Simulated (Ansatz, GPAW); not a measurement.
Given: the input of a run of Ansatz 0.2.0 on CoO. 

Contents of input.yaml:

```yaml
crystal:
  lattice:
    - [0.0, 2.1315, 2.1315]
    - [2.1315, 0.0, 2.1315]
    - [2.1315, 2.1315, 0.0]
  atoms:
    - { symbol: Co, position: [0.0, 0.0, 0.0], spin: 2.0 }
    - { symbol: O, position: [0.5, 0.5, 0.5] }
hamiltonian:
  xc: pbe
  pseudopotentials: { kind: paw }
magnetization:
  spin_polarized: true
kpoints:
  mp_grid: { grid: [11, 11, 11] }
scf:
  occupations: { method: gaussian, width: 0.024 }
output:
  forces: true
  stress: true
  eigenvalues: true
```

Potentials or basis: Ansatz PAW.

Run with:

```console
$ ansatz run input.yaml --threads 2 --pin off --max-ram 5632MiB --backend cpu --events-out ev --progress --plain --runs-dir out
```

Task: Set up the same calculation for GPAW 26.7.0 (ASE script). Potentials or basis there: GPAW PAW data sets (gpaw-data 1.2.1), cutoff 800 eV.

Result: As run (cutoffs and basis follow the program's own potentials, and thresholds, step limits or extra output files can differ):

run.py

```python
from ase.dft.bandgap import bandgap
from ase.io import read, write
from ase.units import GPa
from gpaw import GPAW, PW

atoms = read('CoO.xyz')
atoms.set_initial_magnetic_moments([2.0, 0.0])

calc = GPAW(mode=PW(800),
            xc='PBE',
            kpts={'size': (11, 11, 11), 'gamma': True},
            occupations={'name': 'methfessel-paxton', 'order': 0, 'width': 0.024},
            nbands=17,
            convergence={'density': 1e-05, 'energy': 1e-05},
            maxiter=150,
            txt='gpaw.txt')
atoms.calc = calc
energy = atoms.get_potential_energy()
forces = atoms.get_forces()
stress = atoms.get_stress()
calc.write('gs.gpw')
write('result.traj', atoms)
print(f'Energy: {energy:.6f} eV')
print('Forces (eV/A):')
print(forces.round(4))
print('Stress (GPa):', (stress / GPa).round(3))
print('Moments:', calc.get_magnetic_moments().round(3))
print('Fermi level:', round(calc.get_fermi_level(), 4), 'eV')
print(f'Gap: {bandgap(calc)[0]:.4f} eV, direct: {bandgap(calc, direct=True)[0]:.4f} eV')
```

File CoO.xyz:

```xyz
2
Lattice="0.0000000000 2.1315000000 2.1315000000 2.1315000000 0.0000000000 2.1315000000 2.1315000000 2.1315000000 0.0000000000" Properties=species:S:1:pos:R:3 pbc="T T T"
Co     0.0000000000      0.0000000000      0.0000000000
O      2.1315000000      2.1315000000      2.1315000000
```

Potentials or basis: GPAW PAW data sets (gpaw-data 1.2.1), pw.

Launch:

```console
$ OMP_NUM_THREADS=1 python run.py
```

Both were run:

|  | Ansatz | GPAW |
| --- | --- | --- |
| Pressure | -1.6 GPa | -1.1 GPa |
| Net moment | 2.98 μB per cell | 2.98 μB per cell |

Ansatz's pressure holds a Pulay term of +0.74 GPa for its cutoff of 420 eV, which the other run lacks.

The potentials hold 23 and 15 valence electrons a cell.

Where Ansatz's input types no cutoff or centring, it takes its own default and a Γ-centred mesh.

The magnetic state is the one that the start led to; the real crystal's order can differ.

Pressure is positive in compression.
